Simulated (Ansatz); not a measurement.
The system is MgO2.

```xyz
3
Lattice="1.6048 0.9265 3.4940 -1.6048 0.9265 3.4940 0.0000 -1.8530 3.4940" Properties=species:S:1:pos:R:3 pbc="T T T"
Mg    0.0000    0.0000    0.0000
O     0.0000    0.0000    5.9874
O     0.0000    0.0000    4.4945
```

The cell comes from a database or a generator and needn't be the stable form of this composition.

Base run:

- Program: Ansatz 0.2.0
- Functional: LDA
- Potentials or basis: Ansatz PAW
- Cutoff: 420 eV (not typed: the program's choice for these potentials)
- k mesh: 6 × 6 × 6
- Occupations: fermi-dirac, width 0.05 eV
- Spin: no spin polarisation

Its results: band gap on the k mesh 2.19 eV, direct; pressure -10.1 GPa; largest force 0.450 eV/Å.

Question: The run is repeated on the same cell with these changes: functional from LDA to r2SCAN; cutoff from 420 eV (not typed: the program's choice for these potentials) to 500 eV (not typed: the program's choice for these potentials). What comes out?

Answer: Band gap on the k mesh 2.95 eV, direct; pressure -5.4 GPa; largest force 0.216 eV/Å.

r2SCAN gives the wider gap, since meta-GGAs in the generalised Kohn-Sham scheme recover part of the derivative discontinuity.

Caveats: the PAW data sets come from PBE, with cores solved anew for the run's functional, which leaves a small shift of forces and pressure.

A k mesh can miss the band edges.
